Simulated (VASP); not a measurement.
Be: relaxation of cell and atoms with PBE

Crystal: Be.

```
Be
1.0
     2.23274    0.00000    0.00000
     0.00000    2.23274    0.00000
     0.00000    0.00000    2.06565
Be
1
Direct
  0.50000 0.50000 0.00000
```

The cell was built by a generator and needn't be a form met in nature.

```
Program                : VASP 6.6.1
Task                   : relaxation of cell and atoms
Functional             : PBE
Potentials or basis    : VASP PAW PBE potentials, release 64 (Be)
Cutoff                 : 600 eV
k mesh                 : 12 × 12 × 13
Occupations            : fermi-dirac, width 0.05 eV
Spin                   : no spin polarisation
Target pressure        : 30 GPa
Further INCAR settings : ALGO = Normal; EDIFF = 1e-06; IBRION = 2; EDIFFG = -0.005; NSW = 60; ISIF = 3
Target pressure        : 30 GPa
```

| Property | Result |
| --- | --- |
| Relaxed volume | 7.92 Å³/atom |
| Relaxed cell | a = 2.041 Å, b = 2.041 Å, c = 1.900 Å, α = 90.00°, β = 90.00°, γ = 90.00° |
| Space group after relaxing (to 0.05 Å) | P4/mmm (No. 123) |
| Energy change on relaxing (the enthalpy is what falls) | +184.6 meV/atom |
| Ionic steps | 9 |
| Pressure after relaxing | 30.1 GPa |
| Band gap on the k mesh | none (metal or under the smearing width) |

The path:
```
step  energy change (eV)  largest force (eV/Å)  pressure (GPa)  volume (Å³)
   1              0.0000                0.0000            0.20        10.30
   2              0.2311                0.0000           35.26         7.70
   3              0.1842                0.0000           30.15         7.93
   4              0.1761                0.0000           29.24         7.97
   5              0.1796                0.0000           29.50         7.95
   6              0.1780                0.0000           29.31         7.95
   7              0.1779                0.0000           29.30         7.95
   8              0.1778                0.0000           29.29         7.96
   9              0.1846                0.0000           30.05         7.92
```

Final structure:
```
Be
1.0
     2.04121    0.00000    0.00000
     0.00000    2.04121    0.00000
     0.00000    0.00000    1.90044
Be
1
Direct
  0.50000 0.50000 0.00000
```

Levels at points of the mesh, in eV from the Fermi level:
| k point | band 1 | band 2 | band 3 | band 4 | band 5 |
| --- | --- | --- | --- | --- | --- |
| (0.00, 0.00, 0.00) | -11.20 | 14.83 | 14.83 | 19.31 | 20.79 |
| (0.50, 0.00, 0.00) | -6.15 | -1.92 | 19.19 | 23.31 | 28.85 |
| (0.50, 0.50, 0.00) | 0.00 | 0.00 | 6.50 | 8.80 | 26.60 |

It took 12 s on 1 thread of Intel(R) Xeon(R) 6975P-C (Granite Rapids) (shared host), peak memory 0.12 GiB.

Caveat: the cell is relaxed towards a set pressure, so the enthalpy falls and the energy may rise; the volume moved by over 15 % at a fixed basis, so the end points are rough.
